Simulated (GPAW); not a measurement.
Crystal: Sb.

```
Sb
1.0
    -1.57654    1.57654    2.71194
     1.57654   -1.57654    2.71194
     1.57654    1.57654   -2.71194
Sb
1
Direct
  0.00000 0.00000 0.00000
```

This isn't the form of Sb at room conditions, which is rhombohedral.

```yaml
Program: GPAW 26.7.0
Task: relaxation of cell and atoms
Functional: PBEsol
Dispersion: D4
Potentials_or_basis: PAW data sets generated in the run's folder for this functional
Cutoff: 600 eV
Basis: pw
k_mesh: 9 × 9 × 9
Occupations: fermi-dirac, width 0.05 eV
Spin: no spin polarisation
```

At the start: pressure -3.4 GPa; volume 26.96 Å³/atom.

**Question.** How do energy, volume and symmetry change on relaxing?

**Answer.** Over 4 steps the energy falls by 15.2 meV/atom and the volume is 25.62 Å³/atom (-5.0 %); space group I4/mmm (No. 139, to 0.05 Å).

Step by step:
| step | energy change (eV) | largest force (eV/Å) | pressure (GPa) | volume (Å³) |
| --- | --- | --- | --- | --- |
| 1 | 0.0000 | 0.0000 | -3.37 | 26.96 |
| 2 | -0.0109 | 0.0000 | -1.87 | 26.31 |
| 3 | -0.0152 | 0.0000 | 0.16 | 25.57 |
| 4 | -0.0152 | 0.0000 | -0.01 | 25.62 |

Final structure:
```xyz
1
Lattice="-1.5474 1.5474 2.6752 1.5474 -1.5474 2.6752 1.5474 1.5474 -2.6752" Properties=species:S:1:pos:R:3 pbc="T T T"
Sb    0.0000    0.0000    0.0000
```

Caveat: later steps reuse the first step's grids; pairwise dispersion overbinds metals, which lowers pressure and volume.
